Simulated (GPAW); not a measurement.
The system is SiC (Moissanite).

```
Si C
1.0
     3.07600    0.00000    0.00000
    -1.53800    2.66389    0.00000
     0.00000    0.00000    5.04800
Si C
2 2
Direct
  0.66667 0.33333 0.50000
  0.33333 0.66667 0.00000
  0.66667 0.33333 0.88500
  0.33333 0.66667 0.38500
```

Base run:

```yaml
Program: GPAW 26.7.0
Functional: r4SCAN
Potentials_or_basis: GPAW PAW data sets (gpaw-data 1.2.1)
Cutoff: 800 eV
Basis: pw
k_mesh: 7 × 7 × 4
Occupations: fermi-dirac, width 0.05 eV
Spin: no spin polarisation
```

Its results: pressure 1.4 GPa.

The run is repeated on the same cell with these changes: functional from r4SCAN to PBE; k mesh from 7 × 7 × 4 to 10 × 10 × 5. What comes out?

Pressure 5.0 GPa.

Several settings changed at once, so the effect can't be laid on one alone.

Caveats: the PAW data sets were made with another functional, which shifts forces and pressure a little (some runs).
